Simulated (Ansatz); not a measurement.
# Sb: the cost of one run

Program: Ansatz 0.2.0. Level of theory: DFT PBEsol, scalar-relativistic, plane waves, PAW. These are calculated values, not measurements.

## Step 1: The system as given

Symmetry: Im-3m, No. 229, cubic system. The conventional cell has a = 3.743 Å, b = 3.743 Å, c = 3.743 Å, α = 90.00°, β = 90.00°, γ = 90.00°. Sb (site symmetry m-3m) has 8 Sb at 3.24 Å as nearest neighbours.

As a file:

```xyz
1
Lattice="-1.8713 1.8713 1.8713 1.8713 -1.8713 1.8713 1.8713 1.8713 -1.8713" Properties=species:S:1:pos:R:3 pbc="T T T"
Sb    0.0000    0.0000    0.0000
```

The structure comes from the Materials Project (structure only).

## Step 2: Random moves and strain, cell strained

What differs from the listed cell: strain xx, yy, zz, yz, xz, xy = +3.7, +2.3, +6.0, +0.1, +0.9, +0.4 %.

The input, input.yaml:

```yaml
crystal:
  lattice:
    - [-1.915953653, 1.9079630274, 1.9682950576]
    - [1.9483278504, -1.9047817479, 1.9974879754]
    - [1.9309618069, 1.9197899018, -1.9651137781]
  atoms:
    - { symbol: Sb, position: [0.0, 0.0, 0.0] }
basis:
  ecutwfc: 420
kpoints:
  mp_grid: { grid: [14, 14, 14] }
hamiltonian:
  xc: pbesol
scf:
  occupations: { method: gaussian, width: 0.1 }
output:
  forces: true
  stress: true
  eigenvalues: true
  populations: true
```

Launch:

```sh
$ ansatz run input.yaml --threads 1 --pin off --max-ram 1331MiB --backend cpu --events-out ev --progress --plain --runs-dir out
```

What time and memory should one allow on 1 thread of an x86-64 CPU, shared host?

About 70 s, with a peak of 0.7 GiB.
